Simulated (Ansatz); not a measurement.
# InSe (R3m) in Ansatz: reference runs

How does InSe come out in PBEsol? The cell is run as given and disturbed.

All numbers are computed with Ansatz 0.2.0; they aren't measurements. Logs are shortened: lines on timing, memory, paths and dates and some standing lists are left out, and cuts for length are marked.

**Experimental background.**

From “The Interaction of Hydrogen with the van der Waals Crystal γ-InSe”, 2020, pmc:7321205, for a bulk crystal of InSe at 300 K: band gap 1.25 eV.

The runs below are set against these values where they give the same quantity.

## 1. The structure

The structure is trigonal, space group R3m (No. 160). The conventional cell has a = 4.000 Å, b = 4.000 Å, c = 25.320 Å, α = 90.00°, β = 90.00°, γ = 120.00°. In (site symmetry 3m) is surrounded by 3 Se at 2.63 Å and 1 In at 2.82 Å. In (site symmetry 3m) is surrounded by 3 Se at 2.64 Å and 1 In at 2.82 Å. Se (site symmetry 3m) is surrounded by 3 In at 2.63 Å. Se (site symmetry 3m) has 3 In at 2.64 Å as nearest neighbours.

## 2. Single point, PBEsol

Contents of input.yaml:

```yaml
crystal:
  lattice:
    - [2.0, 1.1547005384, 8.44]
    - [-2.0, 1.1547005384, 8.44]
    - [0.0, -2.3094010768, 8.44]
  atoms:
    - { symbol: In, position: [0.8886, 0.8886, 0.8886] }
    - { symbol: In, position: [0.0, 0.0, 0.0] }
    - { symbol: Se, position: [0.1719, 0.1719, 0.1719] }
    - { symbol: Se, position: [0.3835, 0.3835, 0.3835] }
kpoints:
  mp_grid: { grid: [8, 8, 8] }
scf:
  occupations: { method: fermi_dirac, width: 0.05 }
hamiltonian:
  xc: pbesol
  pseudopotentials: { kind: all_electron, lapw: { basis_error: 0.001 } }
output:
  forces: true
  stress: true
  eigenvalues: true
  populations: true
```

Potentials or basis: all-electron LAPW, scalar-relativistic.

On the command line:

```sh
> ansatz run input.yaml --threads 2 --pin off --max-ram 8192MiB --backend cpu --events-out ev --progress --plain --runs-dir out
```

The program printed:

```text
Warning: RAYON_NUM_THREADS=2 ignored (pool sized by the plan → 2); use --threads N
In: projections on atomic orbitals take those of the free atom 1s2 2s2 2p6 3s2 3p6 3d10 4s2 4p6 4d10 5s2 5p1, of charge +0.00 (hamiltonian.pseudopotentials.projection_atoms)
Se: projections on atomic orbitals take those of the free atom 1s2 2s2 2p6 3s2 3p6 3d10 4s2 4p4, of charge +0.00 (hamiltonian.pseudopotentials.projection_atoms)
LAPW: plane waves up to 8.463 Å⁻¹, error target 1.0e-3 eV per atom; small_component_spin mean_spin; Se in spheres of 1.265 Å, 24 of its electrons in bands, Dirac shells []; In in spheres of 1.369 Å, 21 of its electrons in bands, Dirac shells [] (how accurate: hamiltonian.pseudopotentials.lapw.basis_error, Limitations)
Engine: ansatz 0.2.0, aarch64-unknown-linux-gnu
Pseudopotentials: kind: all_electron
Pseudopotential: In, LAPW, valence charge 21, lapw/all_electron/scalar/gaussian/In, Koelling and Harmon's equation, gaussian nucleus
Pseudopotential: Se, LAPW, valence charge 24, lapw/all_electron/scalar/gaussian/Se, Koelling and Harmon's equation, gaussian nucleus
Functional definition: PBEsol
  exchange = pbesol_x
  correlation = pbesol_c
Crystal: 4 atoms, lattice volume = 116.948 Å³
Basis set: ecut = 272.8793669795999 eV, 1217 PW (Γ), FFT grids on a1−a3, a2−a3, a3, exchange–correlation at level 2
Bands: 54, of which v1, the nominal top of the filled ones, is band 45 counted from 1 (44 counted from 0)
Symmetry: 6 space group operations
Space group: R3m (ITA 160), of the structure as read, at distance tolerance 4.9e-5 Å
k-points: 65 of 512 (time reversal used)
Non-local potential: In, projectors of the file, none
Non-local potential: Se, projectors of the file, none
Initial density: superposition of atomic densities (chi_scale 0.1, normalization cell, long waves 34 % of neutral atoms (reshape's long-wave potential 1.34 eV rms, cloud 2.62 Å wide))
Initial wavefunctions: plane waves of lowest kinetic energy (no species holds an atomic orbital)
Functional: x = pbesol(κ = 0.804, μ = 0.12345679012345678), c = pbesol(β = 0.046)
iter 1 solved again at ethr=1.58e-3 eV; its pass at ethr=1.00e-1 eV (dr2=1.42e0 eV) is discarded
SCF iter   1: F=—  HF=-452111.102200 eV  |F-HF|=—  |Δ(HF+E_count)|=         —  Δρ=2.44e-2  dr2=1.43e0  ethr=1.58e-3  ⟨swp⟩=2.0  Hψ=22199  notcnv=0
preconditioner: auto → Resta (q_TF=auto, 2.612 Å⁻¹)  ε∞=3.0  [insulator: Δε(μ)=0.555 eV  Ē_g=14.792 eV  σ=0.050 eV  W_gap=0.99  n_scr=36 (ndim 8)  ℏωp=21.2 eV  f_vac=0.155  D(μ)=0.00/eV (n_scr^D=0)  ε∞_Penn≈3.0]
SCF iter   2: F=—  HF=-452110.710025 eV  |F-HF|=—  |Δ(HF+E_count)|=   3.92e-1  Δρ=1.12e-2  dr2=2.25e-1  ethr=1.58e-3  ⟨swp⟩=3.0  Hψ=10910  notcnv=0
SCF iter   3: F=—  HF=-452110.671921 eV  |F-HF|=—  |Δ(HF+E_count)|=   3.81e-2  Δρ=6.39e-3  dr2=7.27e-2  ethr=2.50e-4  ⟨swp⟩=2.0  Hψ=10610  notcnv=0
iter 4 solved again at ethr=3.72e-6 eV; its pass at ethr=8.08e-5 eV (dr2=3.35e-3 eV) is discarded
SCF iter   4: F=—  HF=-452110.664329 eV  |F-HF|=—  |Δ(HF+E_count)|=         —  Δρ=1.13e-3  dr2=3.34e-3  ethr=3.72e-6  ⟨swp⟩=2.0  Hψ=17415  notcnv=0
the basis was enlarged: its passes take 473.2 KiB over the memory plan, 2 of 2 planned eigensolver slots
SCF iter   5: F=—  HF=-452110.663623 eV  |F-HF|=—  |Δ(HF+E_count)|=   7.06e-4  Δρ=3.55e-4  dr2=2.61e-4  ethr=3.71e-6  ⟨swp⟩=2.0  Hψ=10143  notcnv=0
SCF iter   6: F=—  HF=-452110.663706 eV  |F-HF|=—  |Δ(HF+E_count)|=   8.23e-5  Δρ=1.62e-4  dr2=4.39e-5  ethr=2.90e-7  ⟨swp⟩=3.0  Hψ=10393  notcnv=0
SCF iter   7: F=—  HF=-452110.663755 eV  |F-HF|=—  |Δ(HF+E_count)|=   4.89e-5  Δρ=6.54e-5  dr2=9.22e-6  ethr=4.88e-8  ⟨swp⟩=3.0  Hψ=10511  notcnv=0
SCF iter   8: F=—  HF=-452110.663765 eV  |F-HF|=—  |Δ(HF+E_count)|=   1.02e-5  Δρ=1.88e-5  dr2=8.07e-7  ethr=1.02e-8  ⟨swp⟩=3.0  Hψ=10613  notcnv=0
SCF iter   9: F=—  HF=-452110.663766 eV  |F-HF|=—  |Δ(HF+E_count)|=   1.47e-6  Δρ=6.96e-6  dr2=9.20e-8  ethr=8.96e-10  ⟨swp⟩=3.0  Hψ=10654  notcnv=0
SCF iter  10: F=-452110.663766 eV  HF=-452110.663766 eV  |F-HF|=3.72e-8  |Δ(HF+E_count)|=   6.66e-8  Δρ=3.58e-6  dr2=2.06e-8  ethr=1.02e-10  ⟨swp⟩=3.0  Hψ=10558  notcnv=0
SCF 1 converged in 10 iterations: F = -452110.663766 eV  dr2 = 2.06e-8
SCF converged after 10 iterations
Free energy (F): -452110.663766 eV
Harris-Foulkes:  -452110.663766 eV  (|F-HF|=3.72e-8)
Internal energy: -452110.663689 eV  (E = F + TS)
E sigma→0 (E₀):  -452110.663728 eV
Entropy (-TS):   -0.000077 eV (-0.019 meV/atom)
Fermi energy:    9.051750 eV
--- Per-component energies (eV) ---
  E_band       = -4476.952198
  E_kinetic    = 471077.985651
  E_xc         = -13259.420716
  E_electrostatic = -909929.228625  (all electrons and nuclei)
  E_smearing   = -0.000077  (= −TS)
  E_closure    = 0.000000  (closes the sum)
  E_atoms      = -452095.124779  (free atoms, spherical and without spin; not in F)
  Σ components = -452110.663766   (vs F -452110.663766, Δ=0.00e0)
  Basis errors (estimates in eV, not in F): energy 4.6e-4 per atom: plane waves 4.2e-4 (2.4e-4 summed), levels above the bands 3.2e-71, relativity 2.6e-8, radial functions 4.0e-5, core shells 2.6e-7; eigenvalues (radial functions only) 9.2e-7; not estimated: angular momenta, meshes, grids; target (lapw.basis_error) 1.0e-3; muffin-tin radii Se 1.265 Å, In 1.369 Å
--- Forces (eV/Å), atoms counted from 1 ---
  atom   1  In     0.00000000     0.00000000     0.30049437
  atom   2  In     0.00000000     0.00000000    -0.28243496
  atom   3  Se     0.00000000    -0.00000000    -0.08814264
  atom   4  Se    -0.00000000    -0.00000000     0.07008813
  max |Σ_I F_I| component: 4.91e-6 eV/Å
--- Stress (GPa, compression-positive) ---
        0.506768       0.000000      -0.000000
        0.000000       0.506768      -0.000000
        0.000000      -0.000000      -0.478383
  P = ⅓ Tr σ = 0.1784 GPa (1.784 kbar)
--- Band table (eV; the first three rows and the last of 65) ---
  k-point 0: bands = ["-198.5329", "-198.5261", "-138.2081", "-138.2081", "-138.2006", "-138.2006", "-138.1752", "-138.1698", "-106.3326", "-106.3279", "-64.8699", "-64.8699", "-64.8652", "-64.8652", "-64.8446", "-64.8233", "-38.6499", "-38.6499", "-38.6421", "-38.6421", "-38.6229", "-38.6229", "-38.6166", "-38.6166", "-38.6127", "-38.6069", "-5.8571", "-5.6815", "-5.6815", "-5.6058", "-5.6058", "-5.5828", "-5.5828", "-5.4255", "-5.4181", "-5.4181", "-4.7127", "-4.3036", "2.5349", "5.3937", "7.3228", "7.5638", "7.5638", "7.6576", "7.6576", "10.5066", "10.8689", "13.2329", "13.2329", "13.9757", "14.3091", "14.3091", "16.2837", "17.3789"]
  k-point 1: bands = ["-198.5329", "-198.5261", "-138.2081", "-138.2081", "-138.2006", "-138.2006", "-138.1752", "-138.1698", "-106.3326", "-106.3279", "-64.8700", "-64.8699", "-64.8652", "-64.8652", "-64.8446", "-64.8233", "-38.6499", "-38.6499", "-38.6421", "-38.6421", "-38.6229", "-38.6229", "-38.6166", "-38.6166", "-38.6127", "-38.6069", "-5.8642", "-5.7405", "-5.6802", "-5.6780", "-5.5945", "-5.5871", "-5.5754", "-5.4541", "-5.4193", "-5.3610", "-4.5307", "-4.1542", "2.6484", "5.1208", "6.5486", "7.1694", "7.3642", "7.4905", "7.7437", "10.8607", "11.5651", "12.5135", "13.3878", "13.6289", "14.3277", "14.6615", "15.9168", "17.2505"]
  k-point 2: bands = ["-198.5329", "-198.5261", "-138.2081", "-138.2081", "-138.2006", "-138.2006", "-138.1752", "-138.1698", "-106.3326", "-106.3279", "-64.8701", "-64.8700", "-64.8653", "-64.8652", "-64.8446", "-64.8233", "-38.6499", "-38.6498", "-38.6421", "-38.6420", "-38.6230", "-38.6229", "-38.6167", "-38.6166", "-38.6127", "-38.6068", "-5.9257", "-5.8069", "-5.7894", "-5.6739", "-5.5976", "-5.5673", "-5.5532", "-5.4694", "-5.4218", "-5.3083", "-4.1051", "-3.7925", "2.8471", "4.3452", "5.3565", "6.8134", "6.9678", "7.1063", "7.8540", "10.8239", "11.0157", "12.8341", "13.0431", "13.6067", "15.2213", "15.2315", "15.5049", "16.6637"]
  k-point 64: bands = ["-198.5329", "-198.5261", "-138.2081", "-138.2081", "-138.2006", "-138.2006", "-138.1752", "-138.1698", "-106.3326", "-106.3279", "-64.8699", "-64.8699", "-64.8652", "-64.8652", "-64.8446", "-64.8233", "-38.6499", "-38.6499", "-38.6421", "-38.6421", "-38.6229", "-38.6229", "-38.6166", "-38.6166", "-38.6127", "-38.6069", "-5.8567", "-5.6817", "-5.6817", "-5.6057", "-5.6057", "-5.5828", "-5.5828", "-5.4368", "-5.4179", "-5.4179", "-4.5620", "-4.4596", "2.8860", "4.4968", "7.4952", "7.4952", "7.7327", "7.7327", "8.8658", "9.2119", "10.9352", "13.1486", "13.1486", "14.4361", "14.4361", "14.4692", "16.7556", "17.4600"]
--- Löwdin populations: 4 sites ---
  site symbol       q [e]
     0     In     48.8311
     1     In     48.8334
     2     Se     34.1149
     3     Se     34.1198
  spilling = 0.000607 (of n_electrons = 166.000000)
```

It took 1.7 min on 2 threads of Arm Neoverse V2, shared host; peak memory 0.79 GiB.

What came out:

```
Free energy            : -452110.6638 eV
Pressure               : 0.2 GPa
Largest force          : 0.300 eV/Å
Band gap on the k mesh : 0.35 eV, direct
Loewdin charges        : In +0.17; Se -0.11, -0.12 e
```

Forces in eV/Å, atoms in the order of the input:
```
In   0.000  0.000  0.300
In   0.000  0.000 -0.282
Se   0.000  0.000 -0.088
Se   0.000  0.000  0.070
```

Stress tensor (GPa, compression positive):
```
 0.51  0.00  0.00
 0.00  0.51  0.00
 0.00  0.00 -0.48
```

Caveat: spin-orbit coupling is left out, which moves the levels of the heavy elements.

## 3. Equation of state, PBEsol

Potentials or basis: all-electron LAPW, scalar-relativistic.

This step only gathers the single runs of the series.

Results:

```yaml
Equilibrium_volume: 29.34 Å³/atom
Bulk_modulus_at_fixed_shape_and_positions: 50 GPa
Pressure_derivative_of_the_bulk_modulus: 4.7
```

Energy against volume, from the lowest point:
| volume (Å³/atom) | energy (meV/atom) |
| --- | --- |
| 27.483 | 20.81 |
| 28.068 | 9.35 |
| 28.652 | 2.58 |
| 29.237 | 0.00 |
| 29.822 | 1.16 |
| 30.406 | 5.65 |
| 30.991 | 13.10 |

Caveat: the cell was scaled at fixed shape and fractional positions, which overstates the stiffness of a crystal with free parameters, most of all of layers and chains.

## 4. Single point, PBEsol (atoms moved at random, drawn with an rms of 0.05 Å)

input.yaml, as its differences from that of step 2:

```diff
@@ -6,6 +6,6 @@
   atoms:
-    - { symbol: In, position: [0.8886, 0.8886, 0.8886] }
-    - { symbol: In, position: [0.0, 0.0, 0.0] }
-    - { symbol: Se, position: [0.1719, 0.1719, 0.1719] }
-    - { symbol: Se, position: [0.3835, 0.3835, 0.3835] }
+    - { symbol: In, position: [0.902633, 0.883756, 0.881538] }
+    - { symbol: In, position: [-0.018726, -0.00296, 0.01686] }
+    - { symbol: Se, position: [0.159676, 0.170798, 0.18013] }
+    - { symbol: Se, position: [0.386672, 0.372498, 0.386896] }
 kpoints:
```

On the command line:

```sh
> ansatz run input.yaml --threads 2 --pin off --max-ram 8192MiB --backend cpu --events-out ev --progress --plain --runs-dir out
```

It took 7.3 min on 2 threads of Arm Neoverse V2, shared host; peak memory 2.3 GiB.

Results (log left out):

| Property | Result |
| --- | --- |
| Free energy | -452110.6316 eV |
| Pressure | 0.0 GPa |
| Largest force | 0.462 eV/Å |
| Band gap on the k mesh | 0.44 eV, direct |
| Loewdin charges | In +0.17; Se -0.12, -0.11 e |

Forces in eV/Å, atoms in the order of the input:
```
In  -0.219 -0.271 -0.303
In   0.332  0.244 -0.032
Se   0.229  0.266  0.252
Se  -0.342 -0.239  0.083
```

Stress tensor (GPa, compression positive):
```
-0.03  0.14 -0.99
 0.14 -0.02 -0.85
-0.99 -0.85 -0.06
```

Levels at points of the mesh, in eV from the valence-band top:
| k point | band 42 | band 43 | band 44 | band 45 | band 46 | band 47 | band 48 | band 49 |
| --- | --- | --- | --- | --- | --- | --- | --- | --- |
| (0.00, 0.00, 0.00) | -1.32 | -1.18 | -1.10 | -0.94 | 1.75 | 2.11 | 4.34 | 4.40 |
| (0.00, 0.00, -0.50) | -2.37 | -2.26 | -2.01 | -1.70 | 1.20 | 1.92 | 3.60 | 4.05 |
| (0.00, -0.50, 0.00) | -2.37 | -2.24 | -2.03 | -1.69 | 1.16 | 1.95 | 3.61 | 3.98 |
| (0.00, -0.50, -0.50) | -2.55 | -2.39 | -1.91 | -1.57 | 1.20 | 1.92 | 3.35 | 3.57 |
| (-0.50, 0.00, 0.00) | -2.43 | -2.23 | -2.09 | -1.61 | 1.13 | 2.01 | 3.59 | 3.96 |
| (-0.50, 0.00, -0.50) | -2.61 | -2.38 | -1.89 | -1.49 | 1.15 | 1.99 | 3.24 | 3.55 |
| (-0.50, -0.50, 0.00) | -2.60 | -2.40 | -1.88 | -1.52 | 1.11 | 2.05 | 3.25 | 3.58 |
| (-0.50, -0.50, -0.50) | -1.25 | -1.02 | -0.90 | 0.00 | 0.44 | 2.21 | 4.29 | 4.31 |

Caveat: spin-orbit coupling is left out, which moves the levels of the heavy elements. A k mesh can miss the band edges.

## 5. Overview

```csv
task,cell,cutoff (eV),gap on the mesh (eV),pressure (GPa),largest force (eV/Å)
single point,as given,273,0.35,0.2,0.30
equation of state,as given,-,-,-,-
single point,"atoms moved at random, drawn with an rms of 0.05 Å",290,0.44,0.0,0.46
```

Alike in all rows: level PBEsol; potentials or basis all-electron LAPW, scalar-relativistic; no spin polarisation; k mesh 8 × 8 × 8; smearing fermi-dirac 0.05 eV; basis error allowed 0.001 eV/atom.

Caveats: spin-orbit coupling is left out, which moves the levels of the heavy elements (some runs); the cell was scaled at fixed shape and fractional positions, which overstates the stiffness of a crystal with free parameters, most of all of layers and chains (some runs).

Compare energies only between runs with the same functional and basis.

## 6. Against experiment

Step 2. Against the measured gap of InSe, 1.25 eV (300 K; “The Interaction of Hydrogen with the van der Waals Crystal γ-InSe”, 2020, pmc:7321205), the calculated 0.35 eV is off by -0.90 eV. Spin-orbit coupling on In, Se is left out. The value is that of PBEsol on a finite k mesh, which can miss the band edges, without temperature or zero-point motion. Semilocal functionals fall short of measured gaps as a rule.
